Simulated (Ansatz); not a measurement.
## Au under changes of volume

One of the cells (16.855 Å³/atom); the others are scaled copies at fixed shape and fractional positions:

```
CELL_PARAMETERS angstrom
0.00000 2.03500 2.03500
2.03500 0.00000 2.03500
2.03500 2.03500 0.00000
ATOMIC_POSITIONS crystal
Au 0.00000 0.00000 0.00000
```

| Item | Value |
| --- | --- |
| Program | Ansatz 0.2.0 |
| Functional | PBE |
| Potentials or basis | Ansatz PAW large core |
| Cutoff | 420 eV (not typed: the program's choice for these potentials) |
| k mesh | 11 × 11 × 11 |
| Occupations | fermi-dirac, width 0.05 eV |
| Spin | no spin polarisation |

```csv
volume (Å³/atom),energy over the lowest point (meV/atom),pressure (GPa)
15.843,?,?
16.181,97.52,19.8
16.518,60.94,14.9
16.855,33.96,10.7
17.192,15.47,6.9
17.529,4.44,3.6
17.866,0.00,0.7
```

Problem. What does the run at 15.843 Å³/atom give?

Solution. Energy over the lowest point 145.01 meV/atom; pressure 25.3 GPa.

Worked out: A Birch-Murnaghan fit of order 3 (a polynomial in V^(-2/3)) to the other rows has its minimum at 17.95 Å³/atom, just outside them, with B0 = V·E''(V) = 142 GPa and B' = 5.8. It gives 145.17 meV/atom at 15.843 Å³/atom, against the run's 145.01, and -dE/dV = 25.4 GPa, against 25.3.

Energies are extrapolated to zero smearing.

Caveats: this set keeps more shells in the core, which shifts pressures and gaps.
